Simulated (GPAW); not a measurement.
The system is Mn3Si.

```
Mn Si
1.0
     0.00000    2.86100    2.86100
     2.86100    0.00000    2.86100
     2.86100    2.86100    0.00000
Mn Si
3 1
Direct
  0.75000 0.75000 0.75000
  0.25000 0.25000 0.25000
  0.50000 0.50000 0.50000
  0.00000 0.00000 0.00000
```

* Program: GPAW 26.7.0
* Task: relaxation of cell and atoms
* Functional: PBEsol
* Dispersion: D3(BJ)+ATM
* Potentials or basis: PAW data sets generated in the run's folder for this functional
* Cutoff: 600 eV
* Basis: pw
* k mesh: 6 × 6 × 6
* Occupations: fermi-dirac, width 0.05 eV
* Spin: collinear spin, ferromagnetic start
* Starting moments: [4.0, 4.0, 4.0, 0.0] μB

At the start: pressure -18.5 GPa; volume 11.71 Å³/atom.

Question: How do energy, volume and symmetry change on relaxing?

Answer: Over 4 steps the energy falls by 65.0 meV/atom and the volume is 10.68 Å³/atom (-8.8 %); space group Fm-3m (No. 225, to 0.05 Å); moment 1.09 μB per cell.

The path:
| step | energy change (eV) | largest force (eV/Å) | pressure (GPa) | volume (Å³) |
| --- | --- | --- | --- | --- |
| 1 | 0.0000 | 0.0000 | -18.48 | 46.84 |
| 2 | -0.0722 | 0.0000 | -16.14 | 46.16 |
| 3 | -0.2557 | 0.0000 | 2.61 | 42.22 |
| 4 | -0.2600 | 0.0000 | -0.27 | 42.71 |

Final structure:
```
Mn Si
1.0
     0.00000    2.77433    2.77433
     2.77433    0.00000    2.77433
     2.77433    2.77433    0.00000
Mn Si
3 1
Direct
  0.75000 0.75000 0.75000
  0.25000 0.25000 0.25000
  0.50000 0.50000 0.50000
  0.00000 0.00000 0.00000
```

Caveat: each step starts from the last one's moments, so a moment once lost doesn't come back; later steps reuse the first step's grids; pairwise dispersion overbinds metals, which lowers pressure and volume.
